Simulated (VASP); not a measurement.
# BN (Pnma) in VASP: notebook

Runs on BN. Level: LDA. Tasks: single point.

Program: VASP 6.6.1. These are calculated values, not measurements. Logs are shortened: lines on timing, memory, paths and dates and some standing lists are left out, and cuts for length are marked.

## Step 1: The undisturbed crystal

The structure is orthorhombic, space group Pnma (No. 62). Conventional cell: a = 4.880 Å, b = 2.591 Å, c = 4.292 Å, α = 90.00°, β = 90.00°, γ = 90.00°. N (site symmetry m) is surrounded by 4 B at 1.51 to 1.65 Å. Around B (site symmetry m) lie 4 N at 1.51 to 1.65 Å.

Measurements of this composition are mostly on another form, of space group No. 194.

## Step 2: Single point, LDA

Contents of INCAR:

```
PREC = Low
ENCUT = 460
EDIFF = 1E-7
ISMEAR = 0
SIGMA = 0.05
LREAL = F
LASPH = T
NELM = 100
ALGO = Normal
ISIF = 2
LWAVE = F
LCHARG = F
GGA = CA
NBANDS = 26
ADDGRID = F
```

Contents of KPOINTS:

```
Automatic mesh
0
Gamma
  2 4 3
```

Contents of POSCAR:

```
BN
1.0
    4.8800890000      0.0000000000      0.0000000000
    0.0000000000      2.5914640000      0.0000000000
    0.0000000000      0.0000000000      4.2920490000
N B
4 4
Direct
    0.3126810000      0.7789050000      0.1007580000
    0.6862050000      0.2199960000      0.9104900000
    0.1885540000      0.2516410000      0.5901280000
    0.8143530000      0.7609560000      0.4059790000
    0.3484130000      0.2497860000      0.9057480000
    0.1724810000      0.7260260000      0.4021060000
    0.8489350000      0.2255820000      0.5905950000
    0.6397780000      0.7695720000      0.0911510000
```

Potentials or basis: VASP PAW LDA potentials, release 64 (N, B).

On the command line:

```sh
> cat potpaw_LDA.64/N/POTCAR potpaw_LDA.64/B/POTCAR > POTCAR
> mpirun -np 1 vasp_std > vasp.out
```

OUTCAR:

```text
PREC = Low
   ENCUT = 460
   EDIFF = 1E-7
   ISMEAR = 0
   LREAL = F
   LASPH = T
   NELM = 100
   ISIF = 2
   GGA = CA

 Found     14 irreducible k-points:

 Following reciprocal coordinates:
            Coordinates               Weight
  0.000000  0.000000  0.000000      1.000000
  0.500000  0.000000  0.000000      1.000000
  0.000000  0.250000  0.000000      2.000000
  0.500000  0.250000  0.000000      2.000000
  0.000000  0.500000  0.000000      1.000000
  0.500000  0.500000  0.000000      1.000000
   k-points           NKPTS =     14   k-points in BZ     NKDIM =     14   number of bands    NBANDS=     26
   number of dos      NEDOS =    301   number of ions     NIONS =      8
   total plane-waves  NPLWV =   9408
   dimension x,y,z NGX =    28 NGY =   14 NGZ =   24
   dimension x,y,z NGXF=    28 NGYF=   14 NGZF=   24
   ions per type =               4   4
   NGX,Y,Z   is equivalent  to a cutoff of   9.54,  8.98,  9.30 a.u.
   NGXF,Y,Z  is equivalent  to a cutoff of   9.54,  8.98,  9.30 a.u.
 SYSTEM =  unknown system
   PREC   = low       normal or accurate (medium, high low for compatibility)
   ISTART =      0    job   : 0-new  1-cont  2-samecut
   ICHARG =      2    charge: 1-file 2-atom 10-const
   ISPIN  =      1    spin polarized calculation?
   LNONCOLLINEAR =      F non collinear calculations
   LSORBIT =      F    spin-orbit coupling
   LASPH  =      T    aspherical Exc in radial PAW
   ENCUT  =  460.0 eV  33.81 Ry    5.81 a.u.   8.53  4.53  7.51*2*pi/ulx,y,z
   NELM   =    100;   NELMIN=  2; NELMDL= -5     # of ELM steps
   EDIFF  = 0.1E-06   stopping-criterion for ELM
   LREAL  =      F    real-space projection
   EDIFFG = 0.1E-05   stopping-criterion for IOM
   NSW    =      0    number of steps for IOM
   IBRION =     -1    ionic relax: 0-MD 1-quasi-New 2-CG
   NFREE  =      0    steps in history (QN), initial steepest desc. (CG)
   ISIF   =      2    stress and relaxation
   ISYM   =      2    0-nonsym 1-usesym 2-fastsym
   POTIM  = 0.5000    time-step for ionic-motion
   TEBEG  =    0.0;   TEEND  =   0.0 temperature during run
   PSTRESS=    0.0 pullay stress
   NELECT =      32.0000    total number of electrons
   NUPDOWN=      -1.0000    fix difference up-down
   EMIN   =  10.00;   EMAX   =-10.00  energy-range for DOS
   EFERMI =   0.00;   METHOD = LEGACY
   ISMEAR =     0;   SIGMA  =   0.05  broadening in eV -4-tet -1-fermi 0-gaus
   EFERMI_NEDOS =   21; number of points for ismear=-14 and -15
   IALGO  =     38    algorithm
   IMIX   =      4    mixing-type and parameters
     AMIX     =   0.40;   BMIX     =  1.00
     AMIX_MAG =   1.60;   BMIX_MAG =  1.00
  volume/ion in A,a.u.               =       6.78        45.79
  Fermi-wavevector in a.u.,A,eV,Ry     =   1.372711  2.594047 25.637923  1.884334
  Thomas-Fermi vector in A             =   2.498293
   LORBIT       =      0    0 simple, 1 ext, 2 COOP (PROOUT), +10 PAW based schemes
   GGA     = CA    functional components
   LHFCALC =     F    Hartree Fock is set to
   AEXX    =    0.0000 exact exchange contribution
   IVDW    =     0    specifies the selected vdW correction
   LEPSILON=     F    determine dielectric tensor
   LRPA    =     F    only Hartree local field effects (RPA)
 non-spin polarized calculation
 Gauss-broadening in eV      SIGMA  =   0.05
  energy-cutoff  :      460.00
  volume of cell :       54.28
 maximum number of plane-waves:      1239
   NGX = 17   NGY =  9   NGZ = 15

 number of electron      32.0000189 magnetization

 Free energy of the ion-electron system (eV)
  ---------------------------------------------------
  ext. energy  EPLUGINS =         0.00000000
  ---------------------------------------------------
  free energy    TOTEN  =       -74.81900197 eV

  energy without entropy =      -74.81900197  energy(sigma->0) =      -74.81900197

 E-fermi :   5.9292     XC(G=0): -12.1737

 val. band max:        5.6412109550   @ k =   0.0000   0.0000   0.0000
 cond. band min:      10.9962976042   @ k =   0.5000   0.0000   0.3333
 fundamental gap:      5.3550866493
 Fermi energy:         5.9292159903

 k-point     1 :       0.0000    0.0000    0.0000
  band No.  band energies     occupation
      1     -14.0516      2.00000
      2     -11.4303      2.00000
      3     -10.4043      2.00000
      4      -8.3406      2.00000
      5      -3.2189      2.00000
      6      -2.8633      2.00000
      7      -1.7273      2.00000
      8      -1.2965      2.00000
      9       0.2412      2.00000
     10       1.3900      2.00000
     11       2.4642      2.00000
     12       2.8117      2.00000
     13       4.4289      2.00000
     14       5.2067      2.00000
     15       5.5024      2.00000
     16       5.6412      2.00000
     17      11.9231      0.00000
     18      12.2231      0.00000
     19      13.2510      0.00000
     20      13.5293      0.00000
     21      13.8264      0.00000
     22      14.3989      0.00000
     23      15.0066      0.00000
     24      16.3462      0.00000
     25      16.5907      0.00000
     26      17.6497      0.00000

 k-point     2 :       0.5000    0.0000    0.0000
  band No.  band energies     occupation
      1     -13.4709      2.00000
      2     -12.7887      2.00000
      3      -9.2297      2.00000
      4      -8.7316      2.00000
      5      -3.9171      2.00000
      6      -3.3047      2.00000
      7      -0.5127      2.00000
      8      -0.1022      2.00000
      9       0.7428      2.00000
     10       1.0835      2.00000
     11       2.3760      2.00000
     12       3.0983      2.00000
     13       4.0054      2.00000
     14       4.4675      2.00000
     15       4.7401      2.00000
     16       5.3218      2.00000
     17      11.1009      0.00000
     18      11.3454      0.00000
     19      13.2607      0.00000
     20      13.5807      0.00000
     21      13.9693      0.00000
     22      14.6271      0.00000
     23      15.3499      0.00000
     24      16.3234      0.00000
     25      16.5998      0.00000
     26      16.8592      0.00000

 k-point     3 :       0.0000    0.2500    0.0000
  band No.  band energies     occupation
      1     -13.1243      2.00000
      2     -10.6676      2.00000
      3      -9.7767      2.00000
      4      -8.2707      2.00000
      5      -3.2168      2.00000
      6      -2.4852      2.00000
      7      -1.5235      2.00000
      8      -1.2035      2.00000
      9      -0.7458      2.00000
     10      -0.4387      2.00000
     11       0.3957      2.00000
     12       1.9500      2.00000
     13       2.3229      2.00000
     14       3.4916      2.00000
     15       4.2359      2.00000
     16       5.2727      2.00000
     17      12.6286      0.00000
     18      13.2369      0.00000
     19      13.6946      0.00000
     20      14.4929      0.00000
     21      15.0193      0.00000
     22      15.6520      0.00000
     23      16.5873      0.00000
     24      16.8618      0.00000
     25      16.9843      0.00000
     26      18.3127      0.00000

 k-point     4 :       0.5000    0.2500    0.0000
  band No.  band energies     occupation
      1     -12.5865      2.00000
      2     -11.9002      2.00000
      3      -8.9329      2.00000
      4      -8.4105      2.00000
      5      -3.2310      2.00000
      6      -2.5900      2.00000
      7      -2.2171      2.00000
      8      -1.7984      2.00000
      9       0.3299      2.00000
     10       0.5896      2.00000
     11       1.3505      2.00000
     12       1.7784      2.00000
     13       2.4485      2.00000
     14       2.8555      2.00000
     15       3.9521      2.00000
     16       4.5276      2.00000
     17      11.3894      0.00000
     18      12.1030      0.00000
     19      14.3108      0.00000
     20      14.6756      0.00000
     21      15.4782      0.00000
     22      15.8951      0.00000
     23      16.3661      0.00000
     24      17.0121      0.00000
     25      17.4156      0.00000
     26      18.0930      0.00000

 k-point     5 :       0.0000    0.5000    0.0000
  band No.  band energies     occupation
      1     -10.9851      2.00000
      2     -10.2391      2.00000
      3      -9.2256      2.00000
      4      -8.9641      2.00000
      5      -3.4205      2.00000
      6      -3.2922      2.00000
      7      -2.4541      2.00000
      8      -2.1507      2.00000
      9      -0.4770      2.00000
     10       0.3583      2.00000
     11       0.6041      2.00000
     12       0.9754      2.00000
     13       1.2195      2.00000
     14       1.7387      2.00000
     15       3.1941      2.00000
     16       3.6978      2.00000
     17      11.4210      0.00000
     18      11.7733      0.00000
     19      13.5838      0.00000
     20      14.4199      0.00000
     21      16.2846      0.00000
     22      16.5762      0.00000
     23      17.6124      0.00000
     24      17.8911      0.00000
     25      18.4728      0.00000
     26      19.0772      0.00000

 k-point     6 :       0.5000    0.5000    0.0000
  band No.  band energies     occupation
      1     -10.6973      2.00000
      2      -9.9052      2.00000
      3      -9.8292      2.00000
      4      -9.2297      2.00000
      5      -3.0844      2.00000
      6      -2.9411      2.00000
      7      -2.5946      2.00000
      8      -2.3091      2.00000
      9      -0.3454      2.00000
     10      -0.1929      2.00000
     11       0.2354      2.00000
     12       0.4845      2.00000
     13       2.1521      2.00000
     14       2.7385      2.00000
     15       3.0043      2.00000
     16       3.5344      2.00000
     17      12.1024      0.00000
     18      12.5531      0.00000
     19      12.8281      0.00000
     20      13.4082      0.00000
     21      15.6844      0.00000
     22      15.8830      0.00000
     23      16.2738      0.00000
     24      16.6056      0.00000
     25      18.5183      0.00000
     26      18.7387      0.00000

 [... further k-points ...]

------------------------ aborting loop because EDIFF is reached ----------------------------------------

  FORCE on cell =-STRESS in cart. coord.  units (eV):
  Direction    XX          YY          ZZ          XY          YZ          ZX
  --------------------------------------------------------------------------------------
  -------------------------------------------------------------------------------------
  Total       -5.1575237     -0.8443545     -2.2486212      1.2608555     -2.0280792     -0.7043866
  in kB     -152.2348986    -24.9228575    -66.3726714     37.2167378    -59.8629216    -20.7914155
  external PRESSURE =     -81.1768092 kB  Pullay stress =       0.0000000 kB

 VOLUME and BASIS-vectors are now :
 -----------------------------------------------------------------------------
  energy-cutoff  :      460.00
  volume of cell :       54.28
      direct lattice vectors                 reciprocal lattice vectors
     4.880089000  0.000000000  0.000000000     0.204914296  0.000000000  0.000000000
     0.000000000  2.591464000  0.000000000     0.000000000  0.385882266  0.000000000
     0.000000000  0.000000000  4.292049000     0.000000000  0.000000000  0.232988952

 POSITION                                       TOTAL-FORCE (eV/Angst)
 -----------------------------------------------------------------------------------
      1.52591      2.01850      0.43246         0.701557     -2.347312     -0.637482
      3.34874      0.57011      3.90787        -0.436415      3.496750     -2.419353
      0.92016      0.65212      2.53286         0.493292     -1.347273      1.810807
      3.97412      1.97199      1.74248        -0.167888     -2.449420     -1.413325
      1.70029      0.64731      3.88751        -0.860059      1.306311     -1.227057
      0.84172      1.88147      1.72586        -1.373128      2.175800      0.047038
      4.14288      0.58459      2.53486        -0.691241      2.118975      1.264657
      3.12217      1.99432      0.39122         2.333881     -2.953831      2.574717
 -----------------------------------------------------------------------------------
    total drift:                               -0.008513     -0.003326      0.003602

  FREE ENERGIE OF THE ION-ELECTRON SYSTEM (eV)
  ---------------------------------------------------
  free  energy   TOTEN  =       -74.8190019746 eV

  energy  without entropy=      -74.8190019746  energy(sigma->0) =      -74.81900197
```

Wall time 8.2 s (1 thread of Intel Xeon Platinum 8259CL at 2.50GHz (Skylake/Cascade Lake), shared host); peak memory 0.11 GiB.

These settings aren't checked as converged: the numbers below hold their error.

What came out:

```
Free energy            : -74.8190 eV
Pressure               : -8.1 GPa
Largest force          : 4.561 eV/Å
Band gap on the k mesh : 5.36 eV, indirect (least direct gap 5.78 eV)
```

Caveat: the k mesh is coarse (spacing up to 0.64 Å⁻¹), so the values aren't converged; the cutoff is under 1.25 times the usual one of these potentials, so pressure, stress and relaxed cells hold a basis-set (Pulay) error; an odd mesh through Γ misses points on the zone boundary, where band edges often lie.

[end of part 1 of 2]
